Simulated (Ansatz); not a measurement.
Zn:

```
Zn
1.0
     3.77113    0.00000    0.00000
     0.00000    3.77113    0.00000
     0.00000    0.00000    3.77113
Zn
3
Direct
  0.00000 0.50000 0.50000
  0.50000 0.00000 0.50000
  0.50000 0.50000 0.00000
```

The cell was built by a generator and needn't be a form met in nature.

A run of Ansatz 0.2.0 on this cell left the log below. Logs are shortened: lines on timing, memory, paths and dates and some standing lists are left out, and cuts for length are marked.

```text
Warning: RAYON_NUM_THREADS=2 ignored (pool sized by the plan → 2); use --threads N
scf.n_extra_bands = 7 over 18 filled bands (N_el = 36.0): the run solves 25 bands
Engine: ansatz 0.2.0, aarch64-unknown-linux-gnu
Pseudopotentials: kind: paw
Pseudopotential: Zn, paw, valence charge 12, recommended cutoff 420 eV (normal), Zn.paw.azcp
Functional definition: revPBE
  parameter kappa = 1.245
  parameter beta = 0.06672455060314922
  exchange = pbe_x(kappa = kappa, mu = beta*pi^2/3)
  correlation = pbe_c(beta = beta)
Crystal: 3 atoms, lattice volume = 53.631 Å³
Basis set: ecut = 420 eV, 1021 PW (Γ), exchange–correlation on 54×54×54 points (8 copies of the dense FFT grid, shifted against one another)
Bands: 25, of which v1, the nominal top of the filled ones, is band 18 counted from 1 (17 counted from 0)
Symmetry: 48 space group operations
Space group: Pm-3m (ITA 221), of the structure as read, at distance tolerance 3.8e-5 Å
k-points: 20 of 343
Non-local potential: Zn, projectors of the file, l = 0: 2, l = 1: 2, l = 2: 3, l = 3: 1
PAW form: soft (Blöchl's): semilocal exchange-correlation on the pseudo side does not see the compensation charge
PAW frozen core: Zn, regenerated for the run's functional, and the local potential with it (the file was generated under x = pbe(κ = 0.804, μ = 0.2195149727645171), c = pbe(β = 0.06672455060314922))
PAW one-centre angular grid: Zn, 590 points (default); XC on 64 Gauss nodes
Initial density: superposition of atomic densities (neutral atoms: chi_scale 0, normalization atom), corrected by the library's trained network
Initial wavefunctions: pseudopotential atomic-orbital guess
Functional: x = revpbe(κ = 1.245, μ = 0.2195149727645171), c = pbe(β = 0.06672455060314922)
SCF iter   1: F=—  HF=-9968.228525 eV  |F-HF|=—  |Δ(HF+E_count)|=         —  Δρ=4.65e-3  dr2=6.52e-3  ethr=1.77e-3  ⟨swp⟩=5.9  Hψ=2274  notcnv=0  defer=5
preconditioner: auto → LDOS  [insulator: Δε(μ)=0.130 eV  Ē_g=12.896 eV  σ=0.050 eV  W_gap=0.55  n_scr=18 (ndim 8)  ℏωp=30.4 eV  f_vac=0.022  D(μ)=0.92/eV (n_scr^D=6)  ε∞_Penn≈6.6  β→1.0]
SCF iter   2: F=—  HF=-9968.236446 eV  |F-HF|=—  |Δ(HF+E_count)|=   7.92e-3  Δρ=7.49e-3  dr2=1.68e-2  ethr=1.81e-5  ⟨swp⟩=2.1  Hψ=1130  notcnv=0  defer=32
SCF iter   3: F=—  HF=-9968.227926 eV  |F-HF|=—  |Δ(HF+E_count)|=   8.52e-3  Δρ=1.14e-3  dr2=3.54e-4  ethr=1.81e-5  ⟨swp⟩=2.0  Hψ=934  notcnv=0  defer=32
SCF iter   4: F=—  HF=-9968.227788 eV  |F-HF|=—  |Δ(HF+E_count)|=   1.38e-4  Δρ=9.06e-5  dr2=4.49e-6  ethr=9.82e-7  ⟨swp⟩=2.0  Hψ=962  notcnv=0  defer=29
SCF iter   5: F=—  HF=-9968.227794 eV  |F-HF|=—  |Δ(HF+E_count)|=   6.44e-6  Δρ=7.43e-6  dr2=3.22e-8  ethr=1.25e-8  ⟨swp⟩=2.0  Hψ=827  notcnv=0  defer=29
SCF iter   6: F=-9968.227794 eV  HF=-9968.227794 eV  |F-HF|=3.04e-10  |Δ(HF+E_count)|=   3.97e-8  Δρ=3.61e-6  dr2=4.35e-9  ethr=8.95e-11  ⟨swp⟩=9.8  Hψ=3594  notcnv=0
SCF 1 converged in 6 iterations: F = -9968.227794 eV  dr2 = 4.35e-9
  greatest PAW one-centre occupation: 0.983 electrons in one spin orbital (limit 2), on the Zn atom at site 2 (counted from 0), in its partial waves of l = 2
NSCF: frozen V_eff on 86 k-points
SCF converged after 6 iterations
Free energy (F): -9968.227794 eV
Harris-Foulkes:  -9968.227794 eV  (|F-HF|=3.04e-10)
Internal energy: -9968.220580 eV  (E = F + TS)
E sigma→0 (E₀):  -9968.224187 eV
Entropy (-TS):   -0.007214 eV (-2.405 meV/atom)
Fermi energy:    8.656039 eV
--- Per-component energies (eV) ---
  E_band       = 71.540342
  E_kinetic    = 391.119142
  E_local      = -5160.546811  (includes V_loc(G=0)·N_el)
  E_nonlocal   = 1830.776047
  E_hartree    = 2169.018916
  E_xc         = -412.762749
  E_vxc        = -155.092997  (∫ρ·V_xc dr)
  E_paw        = -5484.633817  (= ΣΔE_a)
  E_vpaw       = -1172.746689  (= ΣTr[D̂ρ^β])
  E_aug_tail   = -0.001131  (compensation charges beyond the density's cutoff)
  E_ewald      = -3301.019466
  E_core_change = -0.170712  (= ΣΔE_core)
  E_smearing   = -0.007214  (= −TS)
  E_closure    = 0.000000  (closes the sum)
  Σ components = -9968.227794   (vs F -9968.227794, Δ=0.00e0)
--- Forces (eV/Å), atoms counted from 1 ---
  atom   1  Zn     0.00000000    -0.00000000     0.00000000
  atom   2  Zn     0.00000000    -0.00000000     0.00000000
  atom   3  Zn     0.00000000     0.00000000     0.00000000
  max |Σ_I F_I| component: 9.99e-29 eV/Å
--- Stress (GPa, compression-positive) ---
        1.392605      -0.000000       0.000000
        0.000000       1.392605       0.000000
        0.000000       0.000000       1.392605
  P = ⅓ Tr σ = 1.3926 GPa (13.926 kbar)
--- Band table (eV; the first three rows and the last of 20) ---
  k-point 0: bands = ["-0.8181", "0.7028", "0.7190", "0.7190", "0.7190", "0.9448", "0.9448", "1.6167", "1.6167", "1.6167", "1.8096", "1.8096", "2.0109", "2.0902", "2.0902", "2.0902", "9.4712", "9.4712", "9.4712", "11.8314", "11.8314", "14.4421", "19.2527", "19.2527", "19.2527"]
  k-point 1: bands = ["-0.6297", "0.7338", "0.7638", "0.7638", "0.7763", "0.9619", "0.9992", "1.6020", "1.6066", "1.6066", "1.7696", "1.8104", "1.9769", "1.9979", "1.9979", "2.0902", "7.7025", "9.7593", "9.7593", "11.9870", "13.1485", "15.4458", "18.1494", "18.2163", "18.2163"]
  k-point 2: bands = ["-0.1417", "0.7690", "0.8953", "0.8953", "0.8992", "1.1368", "1.1413", "1.5628", "1.5628", "1.5671", "1.6788", "1.7872", "1.7872", "1.8071", "1.8864", "2.0903", "5.4139", "10.5496", "10.5496", "12.4670", "14.0360", "16.2016", "16.2016", "16.2975", "17.9721"]
  k-point 19: bands = ["0.6210", "0.6841", "0.6841", "0.9045", "1.1963", "1.1963", "1.2391", "1.5299", "1.6103", "1.6103", "1.7240", "1.7240", "1.9494", "1.9494", "2.0151", "5.0735", "7.1385", "7.4949", "7.4949", "9.0357", "9.0357", "9.8723", "13.7764", "24.7902", "24.7902"]
```

**Question.** What input gives this log?

**Answer.** Band structure with revPBE, no spin polarisation. The files as run (others can give the same):

input.yaml
```yaml
crystal:
  lattice:
    - [3.77113, 0.0, 0.0]
    - [0.0, 3.77113, 0.0]
    - [0.0, 0.0, 3.77113]
  atoms:
    - { symbol: Zn, position: [0.0, 0.5, 0.5] }
    - { symbol: Zn, position: [0.5, 0.0, 0.5] }
    - { symbol: Zn, position: [0.5, 0.5, 0.0] }
hamiltonian:
  xc: revpbe
  pseudopotentials: { kind: paw }
kpoints:
  mp_grid: { grid: [7, 7, 7] }
  band_path:
    path:
      - [[0.0, 0.0, 0.0], [0.0, 0.5, 0.0], [0.5, 0.5, 0.0], [0.0, 0.0, 0.0], [0.5, 0.5, 0.5], [0.0, 0.5, 0.0]]
      - [[0.5, 0.5, 0.0], [0.5, 0.5, 0.5]]
    npoints: 14
scf:
  occupations: { method: fermi_dirac, width: 0.05 }
  n_extra_bands: 7
output:
  forces: true
  stress: true
  eigenvalues: true
  fatbands: true
  write_density: true
  write_potential: true
  elf: true
  volumetric_format: npy
```

Potentials or basis: Ansatz PAW.
The run is started by
```console
$ ansatz run input.yaml --threads 2 --pin off --max-ram 5632MiB --backend cpu --events-out ev --progress --plain --runs-dir out
```

Caveat: the PAW data sets come from PBE, with cores solved anew for the run's functional, which leaves a small shift of forces and pressure.
